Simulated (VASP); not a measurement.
# BN (Qingsongite) (F-43m) in VASP: a series of runs

The runs below take BN (Qingsongite) through single point, with LDA, BLYP, r2SCAN.

Program: VASP 6.6.1. These are calculated values, not measurements. Logs are shortened: lines on timing, memory, paths and dates and some standing lists are left out, and cuts for length are marked.

**What was measured.**

A printed reference work, monograph reports, for a bulk crystal of BN at 300 K: band gap 6.4 eV (indirect).

The runs below are set against these values where they give the same quantity.

### 1 The cell of the first run

Symmetry: F-43m, No. 216, cubic system. Conventional cell: a = 3.615 Å, b = 3.615 Å, c = 3.615 Å, α = 90.00°, β = 90.00°, γ = 90.00°. B (site symmetry -43m) has 4 N at 1.57 Å within 2.1 Å. N (site symmetry -43m) has 4 B at 1.57 Å within 2.1 Å.

### 2 Single point, LDA

File INCAR:

```
SYSTEM = BN
  ALGO = Normal
  EDIFF = 1E-7
  ENCUT = 520
  ISIF = 2
  ISMEAR = 0
  LASPH = .TRUE.
  LCHARG = .TRUE.
  LELF = .TRUE.
  LREAL = .FALSE.
  LVHAR = .TRUE.
  LWAVE = .FALSE.
  NBANDS = 11
  NELM = 60
  PREC = Accurate
  SIGMA = 0.01
```

File KPOINTS:

```
k-points
0
G
  8 8 8
  0 0 0
```

File POSCAR:

```
BN
1.0
    0.0000000000      1.8075000000      1.8075000000
    1.8075000000      0.0000000000      1.8075000000
    1.8075000000      1.8075000000      0.0000000000
B N
1 1
Direct
    0.0000000000      0.0000000000      0.0000000000
    0.2500000000      0.2500000000      0.2500000000
```

Potentials or basis: VASP PAW LDA potentials, release 64 (B, N).

On the command line:

```
$ cat potpaw_LDA.64/B/POTCAR potpaw_LDA.64/N/POTCAR > POTCAR
$ mpirun -np 1 vasp_std > vasp.out
```

OUTCAR:

```text
SYSTEM = BN
   EDIFF = 1E-7
   ENCUT = 520
   ISIF = 2
   ISMEAR = 0
   LASPH = .TRUE.
   LREAL = .FALSE.
   NELM = 60
   PREC = Accurate

 ion  position               nearest neighbor table
   1  0.000  0.000  0.000-   2 1.57   2 1.57   2 1.57   2 1.57
   2  0.250  0.250  0.250-   1 1.57   1 1.57   1 1.57   1 1.57

  LATTYP: Found a face centered cubic cell.
 ALAT       =     3.6150000000

  Lattice vectors:

 A1 = (   0.0000000000,   1.8075000000,   1.8075000000)
 A2 = (   1.8075000000,   0.0000000000,   1.8075000000)
 A3 = (   1.8075000000,   1.8075000000,   0.0000000000)

Analysis of symmetry for initial positions (statically):
=====================================================================
 Subroutine PRICEL returns:
 Original cell was already a primitive cell.

 Routine SETGRP: Setting up the symmetry group for a
 face centered cubic supercell.

 Subroutine GETGRP returns: Found 24 space group operations
 (whereof 24 operations were pure point group operations)
 out of a pool of 48 trial point group operations.

The static configuration has the point symmetry T_d .

Analysis of symmetry for dynamics (positions and initial velocities):
=====================================================================
 Subroutine PRICEL returns:
 Original cell was already a primitive cell.

 Routine SETGRP: Setting up the symmetry group for a
 face centered cubic supercell.

 Subroutine GETGRP returns: Found 24 space group operations
 (whereof 24 operations were pure point group operations)
 out of a pool of 48 trial point group operations.

The dynamic configuration has the point symmetry T_d .

 Subroutine INISYM returns: Found 24 space group operations
 (whereof 24 operations are pure point group operations),
 and found     1 'primitive' translations

----------------------------------------------------------------------------------------

                                     Primitive cell

  volume of cell :      11.8104

  direct lattice vectors                    reciprocal lattice vectors
     0.000000000  1.807500000  1.807500000    -0.276625173  0.276625173  0.276625173
     1.807500000  0.000000000  1.807500000     0.276625173 -0.276625173  0.276625173
     1.807500000  1.807500000  0.000000000     0.276625173  0.276625173 -0.276625173

  length of vectors
     2.556191014  2.556191014  2.556191014     0.479128854  0.479128854  0.479128854

  position of ions in fractional coordinates (direct lattice)
     0.000000000  0.000000000  0.000000000
     0.250000000  0.250000000  0.250000000

  ion indices of the primitive-cell ions
[... 79 lines left out ...]
   IBRION =     -1    ionic relax: 0-MD 1-quasi-New 2-CG
   NFREE  =      0    steps in history (QN), initial steepest desc. (CG)
   ISIF   =      2    stress and relaxation
   ISYM   =      2    0-nonsym 1-usesym 2-fastsym
   POTIM  = 0.5000    time-step for ionic-motion
   TEBEG  =    0.0;   TEEND  =   0.0 temperature during run
   PSTRESS=    0.0 pullay stress
   NELECT =       8.0000    total number of electrons
   NUPDOWN=      -1.0000    fix difference up-down
   EMIN   =  10.00;   EMAX   =-10.00  energy-range for DOS
   EFERMI =   0.00;   METHOD = LEGACY
   ISMEAR =     0;   SIGMA  =   0.01  broadening in eV -4-tet -1-fermi 0-gaus
   EFERMI_NEDOS =   21; number of points for ismear=-14 and -15
   IALGO  =     38    algorithm
   IMIX   =      4    mixing-type and parameters
     AMIX     =   0.40;   BMIX     =  1.00
     AMIX_MAG =   1.60;   BMIX_MAG =  1.00
  volume/ion in A,a.u.               =       5.91        39.85
  Fermi-wavevector in a.u.,A,eV,Ry     =   1.437749  2.716952 28.124920  2.067123
  Thomas-Fermi vector in A             =   2.556793
   LORBIT       =      0    0 simple, 1 ext, 2 COOP (PROOUT), +10 PAW based schemes
   GGA     = CA    functional components
   LHFCALC =     F    Hartree Fock is set to
   AEXX    =    0.0000 exact exchange contribution
   IVDW    =     0    specifies the selected vdW correction
   LEPSILON=     F    determine dielectric tensor
   LRPA    =     F    only Hartree local field effects (RPA)
 non-spin polarized calculation
 Gauss-broadening in eV      SIGMA  =   0.01
  energy-cutoff  :      520.00
  volume of cell :       11.81
 maximum number of plane-waves:       332
   NGX =  9   NGY =  9   NGZ =  9

 number of electron       8.0000000 magnetization

 Free energy of the ion-electron system (eV)
  ---------------------------------------------------
  ext. energy  EPLUGINS =         0.00000000
  ---------------------------------------------------
  free energy    TOTEN  =       -19.40430182 eV

  energy without entropy =      -19.40430182  energy(sigma->0) =      -19.40430182

 E-fermi :   7.5369     XC(G=0): -13.1047

 val. band max:        7.3893689951   @ k =   0.0000   0.0000   0.0000
 cond. band min:      11.7325453310   @ k =   0.5000   0.5000   0.0000
 fundamental gap:      4.3431763359
 Fermi energy:         7.5369495584

 k-point     1 :       0.0000    0.0000    0.0000
  band No.  band energies     occupation
      1     -12.6803      2.00000
      2       7.3894      2.00000
      3       7.3894      2.00000
      4       7.3894      2.00000
      5      16.0722      0.00000
      6      16.0722      0.00000
      7      16.0722      0.00000
      8      17.8294      0.00000
      9      31.8788      0.00000
     10      35.1765      0.00000
     11      35.1765      0.00000
[... 309 lines left out ...]
 k-point    24 :      -0.3750    0.2500    0.1250
  band No.  band energies     occupation
      1      -7.6848      2.00000
      2      -2.3279      2.00000
      3       2.5787      2.00000
      4       3.9178      2.00000
      5      16.8135      0.00000
      6      18.5042      0.00000
      7      21.6797      0.00000
      8      22.9983      0.00000
      9      26.5568      0.00000
     10      32.9762      0.00000
     11      34.6327      0.00000

 [... further k-points ...]
[... 5 lines left out ...]
  --------------------------------------------------------------------------------------
  -------------------------------------------------------------------------------------
  Total       -0.7436615     -0.7436615     -0.7436615      0.0000000      0.0000000      0.0000000
  in kB     -100.8836930   -100.8836930   -100.8836930      0.0000000      0.0000000      0.0000000
  external PRESSURE =    -100.8836930 kB  Pullay stress =       0.0000000 kB

 VOLUME and BASIS-vectors are now :
 -----------------------------------------------------------------------------
  energy-cutoff  :      520.00
  volume of cell :       11.81
      direct lattice vectors                 reciprocal lattice vectors
     0.000000000  1.807500000  1.807500000    -0.276625173  0.276625173  0.276625173
     1.807500000  0.000000000  1.807500000     0.276625173 -0.276625173  0.276625173
     1.807500000  1.807500000  0.000000000     0.276625173  0.276625173 -0.276625173

 POSITION                                       TOTAL-FORCE (eV/Angst)
 -----------------------------------------------------------------------------------
      0.00000      0.00000      0.00000        -0.000000     -0.000000     -0.000000
      0.90375      0.90375      0.90375         0.000000      0.000000      0.000000
 -----------------------------------------------------------------------------------
    total drift:                               -0.000000     -0.000000     -0.000000

  FREE ENERGIE OF THE ION-ELECTRON SYSTEM (eV)
  ---------------------------------------------------
  free  energy   TOTEN  =       -19.4043018197 eV

  energy  without entropy=      -19.4043018197  energy(sigma->0) =      -19.40430182
```

OSZICAR:

```text
N       E                     dE             d eps       ncg     rms          rms(c)
DAV:   1     0.802909235553E+01    0.80291E+01   -0.51314E+03   646   0.728E+02
DAV:   2    -0.199626503437E+02   -0.27992E+02   -0.26543E+02   758   0.148E+02
DAV:   3    -0.205342335664E+02   -0.57158E+00   -0.56983E+00   749   0.176E+01
DAV:   4    -0.205348560083E+02   -0.62244E-03   -0.62243E-03   689   0.723E-01
DAV:   5    -0.205348565524E+02   -0.54415E-06   -0.54411E-06   740   0.207E-02    0.650E+00
DAV:   6    -0.195443763301E+02    0.99048E+00   -0.32592E+00   644   0.102E+01    0.308E+00
DAV:   7    -0.194361591645E+02    0.10822E+00   -0.81223E-02   728   0.233E+00    0.177E+00
DAV:   8    -0.194044739887E+02    0.31685E-01   -0.44538E-02   713   0.143E+00    0.176E-01
DAV:   9    -0.194043177830E+02    0.15621E-03   -0.92750E-04   695   0.261E-01    0.822E-02
DAV:  10    -0.194043013752E+02    0.16408E-04   -0.46885E-05   716   0.629E-02    0.144E-02
DAV:  11    -0.194043018590E+02   -0.48377E-06   -0.11925E-06   698   0.770E-03    0.632E-03
DAV:  12    -0.194043018197E+02    0.39244E-07   -0.36786E-07   556   0.348E-03
   1 F= -.19404302E+02 E0= -.19404302E+02  d E =-.849961E-99
```

stdout:

```text
POSCAR found type information on POSCAR B N
 POSCAR found :  2 types and       2 ions
 scaLAPACK will be used
 LDA part: xc-table for (Slater(with rela. corr.)+CA(PZ))
 , standard interpolation
 POSCAR, INCAR and KPOINTS ok, starting setup
 FFT: planning ... GRIDC
 FFT: planning ... GRID_SOFT
 FFT: planning ... GRID
 WAVECAR not read
 entering main loop
```

It took 2.7 s on 1 thread of Intel Xeon Platinum 8488C (Sapphire Rapids), shared host; peak memory 0.11 GiB.

Results:

- Free energy: -19.4043 eV
- Pressure: -10.1 GPa
- Band gap on the k mesh: 4.34 eV, indirect (least direct gap 8.68 eV)

### 3 Single point, BLYP

File INCAR:

```
PREC = Accurate
ENCUT = 520
EDIFF = 1E-6
ISMEAR = 0
SIGMA = 0.01
LREAL = False
LASPH = True
NELM = 80
ALGO = Normal
ISIF = 2
LWAVE = False
LCHARG = False
GGA = B5
ALDAX = 1.0
AGGAX = 1.0
AGGAC = 1.0
ALDAC = 0.0
NBANDS = 11
```

File KPOINTS:

```
Automatic mesh
0
Gamma
  8 8 8
```

POSCAR is that of step 2.

Potentials or basis: VASP PAW PBE potentials, release 64 (B, N).

On the command line:

```
$ cat potpaw_PBE.64/B/POTCAR potpaw_PBE.64/N/POTCAR > POTCAR
$ mpirun -np 1 vasp_std > vasp.out
```

Run time: 5.2 s. Hardware: 1 thread of Intel Xeon Platinum 8488C (Sapphire Rapids), shared host; peak memory 0.12 GiB.

The run converged. Its results:

| Quantity | Value |
| --- | --- |
| Free energy | -16.4006 eV |
| Pressure | 9.9 GPa |
| Band gap on the k mesh | 4.88 eV, indirect (least direct gap 8.93 eV) |

Levels at points of the mesh, in eV from the valence-band top:
```csv
k point,band 1,band 2,band 3,band 4,band 5,band 6,band 7,band 8
"(0.00, 0.00, 0.00)",-20.01,0.00,0.00,0.00,8.93,8.93,8.93,10.68
"(0.50, 0.00, 0.00)",-15.87,-10.46,-1.91,-1.91,10.38,10.87,10.87,15.53
"(0.50, 0.50, 0.00)",-14.52,-8.74,-4.82,-4.82,4.88,9.53,17.91,17.91
```

Caveat: the PAW data sets were made with another functional, which shifts forces and pressure a little. A k mesh can miss the band edges.

### 4 Single point, r2SCAN

POSCAR is that of step 3.

File INCAR.step1:

```
ALGO = Normal
EDIFF = 1E-4
ENCUT = 520
GGA = PE
ISMEAR = 0
LASPH = T
LCHARG = F
LREAL = F
LWAVE = T
NBANDS = 11
NELM = 60
PREC = Accurate
SIGMA = 0.01
```

File INCAR.step2:

```
ALGO = Normal
EDIFF = 1E-6
ENCUT = 520
ISIF = 2
ISMEAR = 0
ISTART = 1
LASPH = T
LCHARG = F
LMIXTAU = T
LREAL = F
LWAVE = F
METAGGA = R2SCAN
NBANDS = 11
NELM = 60
PREC = Accurate
SIGMA = 0.01
```

File KPOINTS:

```
k-points
0
Gamma
  8 8 8
```

Potentials or basis: VASP PAW PBE potentials, release 64 (B, N).

On the command line:

```
$ cat potpaw_PBE.64/B/POTCAR potpaw_PBE.64/N/POTCAR > POTCAR
$ cp INCAR.step1 INCAR
$ mpirun -np 1 vasp_std > vasp.out
$ cp INCAR.step2 INCAR
$ mpirun -np 1 vasp_std > vasp.out
```

OUTCAR:

```text
EDIFF = 1E-6
   ENCUT = 520
   ISIF = 2
   ISMEAR = 0
   ISTART = 1
   LASPH = T
   LREAL = F
   METAGGA = R2SCAN
   NELM = 60
   PREC = Accurate

 ion  position               nearest neighbor table
   1  0.000  0.000  0.000-   2 1.57   2 1.57   2 1.57   2 1.57
   2  0.250  0.250  0.250-   1 1.57   1 1.57   1 1.57   1 1.57

  LATTYP: Found a face centered cubic cell.
 ALAT       =     3.6150000000

  Lattice vectors:

 A1 = (   0.0000000000,   1.8075000000,   1.8075000000)
 A2 = (   1.8075000000,   0.0000000000,   1.8075000000)
 A3 = (   1.8075000000,   1.8075000000,   0.0000000000)

Analysis of symmetry for initial positions (statically):
=====================================================================
 Subroutine PRICEL returns:
 Original cell was already a primitive cell.

 Routine SETGRP: Setting up the symmetry group for a
 face centered cubic supercell.

 Subroutine GETGRP returns: Found 24 space group operations
 (whereof 24 operations were pure point group operations)
 out of a pool of 48 trial point group operations.

The static configuration has the point symmetry T_d .

Analysis of symmetry for dynamics (positions and initial velocities):
=====================================================================
 Subroutine PRICEL returns:
 Original cell was already a primitive cell.

 Routine SETGRP: Setting up the symmetry group for a
 face centered cubic supercell.

 Subroutine GETGRP returns: Found 24 space group operations
 (whereof 24 operations were pure point group operations)
 out of a pool of 48 trial point group operations.

The dynamic configuration has the point symmetry T_d .

 Subroutine INISYM returns: Found 24 space group operations
 (whereof 24 operations are pure point group operations),
 and found     1 'primitive' translations

----------------------------------------------------------------------------------------

                                     Primitive cell

  volume of cell :      11.8104

[... 110 lines left out ...]
  Fermi-wavevector in a.u.,A,eV,Ry     =   1.437749  2.716952 28.124920  2.067123
  Thomas-Fermi vector in A             =   2.556793
   LORBIT       =      0    0 simple, 1 ext, 2 COOP (PROOUT), +10 PAW based schemes
   METAGGA = R2SCAN    functional components
   LHFCALC =     F    Hartree Fock is set to
   AEXX    =    0.0000 exact exchange contribution
   IVDW    =     0    specifies the selected vdW correction
   LEPSILON=     F    determine dielectric tensor
   LRPA    =     F    only Hartree local field effects (RPA)
 non-spin polarized calculation
 Gauss-broadening in eV      SIGMA  =   0.01
  energy-cutoff  :      520.00
  volume of cell :       11.81
 maximum number of plane-waves:       332
   NGX =  9   NGY =  9   NGZ =  9

 number of electron       7.9999999 magnetization

 Free energy of the ion-electron system (eV)
  ---------------------------------------------------
  ext. energy  EPLUGINS =         0.00000000
  ---------------------------------------------------
  free energy    TOTEN  =       -19.17154284 eV

  energy without entropy =      -19.17154284  energy(sigma->0) =      -19.17154284

 E-fermi :   7.2964     XC(G=0): -13.6462

 val. band max:        7.2426885218   @ k =   0.0000   0.0000   0.0000
 cond. band min:      12.2186799501   @ k =   0.5000   0.5000   0.0000
 fundamental gap:      4.9759914283
 Fermi energy:         7.2963794144

 k-point     1 :       0.0000    0.0000    0.0000
  band No.  band energies     occupation
      1     -14.0486      2.00000
      2       7.2427      2.00000
      3       7.2427      2.00000
      4       7.2427      2.00000
      5      16.7688      0.00000
      6      16.7688      0.00000
      7      16.7688      0.00000
      8      18.3048      0.00000
      9      33.3748      0.00000
     10      35.9858      0.00000
     11      35.9858      0.00000
[... 309 lines left out ...]
 k-point    24 :      -0.3750    0.2500    0.1250
  band No.  band energies     occupation
      1      -9.0308      2.00000
      2      -2.8119      2.00000
      3       2.2035      2.00000
      4       3.6699      2.00000
      5      17.5601      0.00000
      6      19.1843      0.00000
      7      22.5872      0.00000
      8      24.1386      0.00000
      9      27.8862      0.00000
     10      34.5323      0.00000
     11      36.1940      0.00000

 [... further k-points ...]
[... 5 lines left out ...]
  --------------------------------------------------------------------------------------
  -------------------------------------------------------------------------------------
  Total       -0.0440006     -0.0440006     -0.0440006      0.0000000     -0.0000000     -0.0000000
  in kB       -5.9690419     -5.9690419     -5.9690419      0.0000000     -0.0000000     -0.0000000
  external PRESSURE =      -5.9690419 kB  Pullay stress =       0.0000000 kB

 VOLUME and BASIS-vectors are now :
 -----------------------------------------------------------------------------
  energy-cutoff  :      520.00
  volume of cell :       11.81
      direct lattice vectors                 reciprocal lattice vectors
     0.000000000  1.807500000  1.807500000    -0.276625173  0.276625173  0.276625173
     1.807500000  0.000000000  1.807500000     0.276625173 -0.276625173  0.276625173
     1.807500000  1.807500000  0.000000000     0.276625173  0.276625173 -0.276625173

 POSITION                                       TOTAL-FORCE (eV/Angst)
 -----------------------------------------------------------------------------------
      0.00000      0.00000      0.00000        -0.000000     -0.000000     -0.000000
      0.90375      0.90375      0.90375         0.000000      0.000000      0.000000
 -----------------------------------------------------------------------------------
    total drift:                                0.000000      0.000000      0.000000

  FREE ENERGIE OF THE ION-ELECTRON SYSTEM (eV)
  ---------------------------------------------------
  free  energy   TOTEN  =       -19.1715428441 eV

  energy  without entropy=      -19.1715428441  energy(sigma->0) =      -19.17154284
```

OSZICAR.step1:

```text
N       E                     dE             d eps       ncg     rms          rms(c)
DAV:   1     0.107986534937E+02    0.10799E+02   -0.51583E+03   654   0.735E+02
DAV:   2    -0.177980009396E+02   -0.28597E+02   -0.27211E+02   752   0.162E+02
DAV:   3    -0.184140718170E+02   -0.61607E+00   -0.61445E+00   755   0.201E+01
DAV:   4    -0.184148119705E+02   -0.74015E-03   -0.74014E-03   680   0.799E-01
DAV:   5    -0.184148125873E+02   -0.61683E-06   -0.61681E-06   681   0.233E-02    0.670E+00
DAV:   6    -0.175356349560E+02    0.87918E+00   -0.29368E+00   671   0.990E+00    0.327E+00
DAV:   7    -0.174635969216E+02    0.72038E-01   -0.10375E-01   707   0.266E+00    0.192E+00
DAV:   8    -0.174492760691E+02    0.14321E-01   -0.35587E-02   713   0.137E+00    0.193E-01
DAV:   9    -0.174494547302E+02   -0.17866E-03   -0.96457E-04   671   0.258E-01    0.833E-02
DAV:  10    -0.174495414251E+02   -0.86695E-04   -0.12152E-04   709   0.940E-02
   1 F= -.17449541E+02 E0= -.17449541E+02  d E =-.340476E-37
```

Wall time 11 s (1 thread of Intel Xeon Platinum 8488C (Sapphire Rapids), shared host); peak memory 0.12 GiB.

Results:

```yaml
Free_energy: -19.1715 eV
Pressure: -0.6 GPa
Band_gap_on_the_k_mesh: 4.98 eV, indirect (least direct gap 9.53 eV)
```

Caveat: the PAW data sets were made with another functional, which shifts forces and pressure a little.

### 5 Overview

| level | potentials or basis | gap on the mesh (eV) | pressure (GPa) |
| --- | --- | --- | --- |
| LDA | VASP PAW LDA potentials, release 64 (B, N) | 4.34 | -10.1 |
| BLYP | VASP PAW PBE potentials, release 64 (B, N) | 4.88 | 9.9 |
| r2SCAN | VASP PAW PBE potentials, release 64 (B, N) | 4.98 | -0.6 |

Alike in all rows: task single point; no spin polarisation; cell as given; k mesh 8 × 8 × 8; cutoff (eV) 520; smearing gaussian 0.01 eV.

Caveats: the PAW data sets were made with another functional, which shifts forces and pressure a little (some runs).

Total energies depend on the potentials used, so only differences within one code and one set of settings carry meaning.

### 6 Against experiment

Step 4. Against the measured gap of BN, 6.4 eV (indirect; 300 K; a printed reference work, monograph), the calculated 4.98 eV is off by -1.42 eV. The value is that of r2SCAN on a finite k mesh, which can miss the band edges, without temperature or zero-point motion.
